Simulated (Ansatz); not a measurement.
Rocksalt BeS, relaxed with r2SCAN: 8 runs in the plane-wave code Ansatz, each a construction of maximally localised Wannier functions. The symmetry is Fm-3m (No. 225, cubic); a = 4.635 Å in the conventional setting, 12.44 Å³ an atom. Be is surrounded by 6 S at 2.32 Å; S is surrounded by 6 Be at 2.32 Å. Simulation only: spin-unpolarised, and no claim that this is the phase found in nature.

```
CELL_PARAMETERS angstrom
0.00000 2.31730 2.31730
2.31730 0.00000 2.31730
2.31730 2.31730 0.00000
ATOMIC_POSITIONS crystal
Be 0.00000 0.00000 0.00000
S 0.50000 0.50000 0.50000
```

Windows count from the top of the filled bands; a dash means that no such window was set (without an outer window there is no disentanglement). Rows marked drawn have settings drawn at random (some not listed).

```tsv
functional	SCF mesh	trial orbitals	functions	mesh	window (eV)	frozen (eV)	settings	Ω total (Å²)	Ω invariant (Å²)	largest spread (Å²)	least projectability	interpolation miss of the model's filled bands (eV, to the nearest computed level)
PBE	8×8×8	S s, S p	4	6×6×6	–	–	chosen	5.98	4.85	1.49	0.87	0.089
PBE	8×8×8	S s, S p	4	4×4×4	–	–	chosen	5.26	4.19	1.32	0.87	0.376
PBE	8×8×8	S s, S p	4	8×8×8	–	–	chosen	6.30	5.17	1.57	0.87	0.025
PBE	8×8×8	S p	3	6×6×6	–	–	chosen	6.19	6.06	2.06	0.71	0.080
r2SCAN	8×8×8	S s, S p	4	6×6×6	–	–	chosen	5.80	4.68	1.45	0.88	0.085
r2SCAN	8×8×8	S p	3	6×6×6	–	–	chosen	6.00	5.88	2.00	0.72	0.069
HSE06	6×6×6	S s, S p	4	6×6×6	–	–	chosen	5.80	4.68	1.45	0.88	–
PBE	8×8×8	S p (plain search)	3	6×6×6	–	–	drawn	6.24	6.06	2.08	0.71	0.080
```

For S s, S p with PBE the spread goes 5.26 Å² (4×4×4), 5.98 Å² (6×6×6), 6.30 Å² (8×8×8): finite differences on a coarse mesh understate it.
